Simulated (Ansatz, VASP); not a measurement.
**LiCl in VASP and in Ansatz**

File INCAR:

```
PREC = Accurate ; ENCUT = 520
EDIFF = 1E-6 ; ISMEAR = 0
SIGMA = 0.05 ; LREAL = F
LASPH = T ; NELM = 80
ALGO = Normal ; ISIF = 2
LWAVE = F ; LCHARG = F
GGA = PE ; NBANDS = 12
```

KPOINTS

```
Automatic mesh
0
Gamma
  8 8 8
```

The input POSCAR:

```
LiCl
1.0
    0.0000000000      2.8789906905      2.0354464182
    2.8789906905      0.0000000000      2.0354464182
    2.8789906905      2.8789906905      0.0000000000
Li Cl
1 1
Direct
    0.0000000000      0.0000000000      0.0000000000
    0.5000000000      0.5000000000      0.5000000000
```

Input for Ansatz:

```yaml
crystal:
  lattice:
    - [0.0, 2.8789906905, 2.0354464182]
    - [2.8789906905, 0.0, 2.0354464182]
    - [2.8789906905, 2.8789906905, 0.0]
  atoms:
    - { symbol: Li, position: [0.0, 0.0, 0.0] }
    - { symbol: Cl, position: [0.5, 0.5, 0.5] }
basis:
  ecutwfc: 420
kpoints:
  mp_grid: { grid: [8, 8, 8] }
hamiltonian:
  xc: pbe
scf:
  occupations: { method: gaussian, width: 0.05 }
output:
  forces: true
  stress: true
  eigenvalues: true
```

Alike in both runs: task single point; functional PBE; k mesh 8 × 8 × 8; occupations gaussian, width 0.05 eV; no spin polarisation.

|  | VASP | Ansatz |
| --- | --- | --- |
| version | VASP 6.6.1 | Ansatz 0.2.0 |
| potentials or method | VASP PAW PBE potentials, release 64 (Li_sv, Cl) | scalar-relativistic, plane waves, PAW |
| plane-wave cutoff (eV) | 520 | 420 |
| valence electrons in the cell | 10 | 10 |

```csv
,VASP,Ansatz,Ansatz less VASP
gap on the k mesh at the Fermi level (eV),6.09,6.08,-0.007
least direct gap on the mesh (eV),6.09,6.08,-0.007
```

 PBE gaps usually lie below the measured ones, often by a third to a half. A k mesh can miss the band edges.
